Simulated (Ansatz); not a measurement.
# FeS2 (Pnnm)

These are results of DFT PBE, scalar-relativistic, plane waves, PAW in Ansatz, not measurements.

Cutoff 420 eV; k points 6×6×8 on the computed 6-atom cell (Γ-centred); Gaussian smearing, width 0.02 eV; no spin polarisation.

The structure is relaxed at this level of theory with its symmetry kept. This form isn't the usual stable structure of the compound.

```cif
data_structure
_symmetry_space_group_name_H-M 'Pnnm'
_symmetry_Int_Tables_number 58
_cell_length_a 4.4389
_cell_length_b 5.4098
_cell_length_c 3.3893
_cell_angle_alpha 90.000
_cell_angle_beta 90.000
_cell_angle_gamma 90.000
_cell_volume 81.39
loop_
_atom_site_label
_atom_site_type_symbol
_atom_site_symmetry_multiplicity
_atom_site_Wyckoff_symbol
_atom_site_fract_x
_atom_site_fract_y
_atom_site_fract_z
_atom_site_occupancy
Fe1 Fe 2 a 0.00000 0.00000 0.00000 1
S1 S 4 g 0.20627 0.37518 0.00000 1
```

```
Space group                                                                                                                                 : Pnnm (No. 58)
Volume per atom                                                                                                                             : 13.57 Å³
Formation energy from the elements' standard states (uncorrected)                                                                           : -0.534 eV/atom
Kohn–Sham band gap                                                                                                                          : 0.86 eV, indirect from (0.406, 0.000, 0.000) to T
Löwdin character of the top 1 eV of the valence band                                                                                        : Fe 3d 85 %, S 3p 10 %
Löwdin character of the lowest 1 eV of the conduction band                                                                                  : Fe 3d 53 %, S 3p 36 %, S 3s 8 % (semilocal functionals without a Hubbard U place empty 3d levels too low)
Electron masses at the edge by Cartesian direction of the standard setting (m_e; degenerate bands sorted by energy; no spin-orbit coupling) : x: 1.4, 1.4; y: 1.1, 1.1; z: 2.4, 2.4
Hole masses at the edge by Cartesian direction of the standard setting (m_e; degenerate bands sorted by energy; no spin-orbit coupling)     : x: 0.41; y: 1.7; z: 4.4
Bulk modulus                                                                                                                                : 150 GPa
Its pressure derivative                                                                                                                     : 4.7
Electronic dielectric constant xx, yy, zz of the standard setting (independent particles)                                                   : 22.3, 20.7, 19.0
Bader charges (e)                                                                                                                           : Fe (2 in the cell) 0.72, S (4 in the cell) -0.36
```

A ferromagnetic start lost its moments in a first run, so spin was left out; other magnetic orders weren't tried.

Cost: 12 runs of about 15 core-minutes in all, on Arm Neoverse V2 (shared hosts).